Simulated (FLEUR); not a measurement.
MnO2:

```
CELL_PARAMETERS angstrom
2.85658 0.00000 0.00000
-1.42829 2.47387 0.00000
0.00000 0.00000 4.60137
ATOMIC_POSITIONS crystal
Mn 0.00000 0.00000 0.50000
O 0.33333 0.66667 0.70629
O 0.66667 0.33333 0.29371
```

Measurements of this composition are mostly on another form, of space group No. 136.

Program: FLEUR MaX-R8.1 (later development tree). Alike in all runs: task single point; level PBEsol+U; potentials or basis all-electron, FLAPW; spin collinear, ferromagnetic start; cell as given; k mesh 9 × 9 × 5; smearing fermi-dirac 0.05 eV; kmax 5.24 1/bohr.

Question: Order these runs on this cell by their band gap on the k mesh, lowest first.
A. U Mn d U = 4 eV
B. U Mn d U = 0.0 eV
C. U Mn d U = 2 eV
D. U Mn d U = 6 eV

Answer: B (0.73 eV), C (1.75 eV), D (2.02 eV), A (2.19 eV).

Caveats: an odd mesh through Γ misses points on the zone boundary, where band edges often lie; a cell with one magnetic atom can't hold antiferromagnetic order, which such compounds often take.
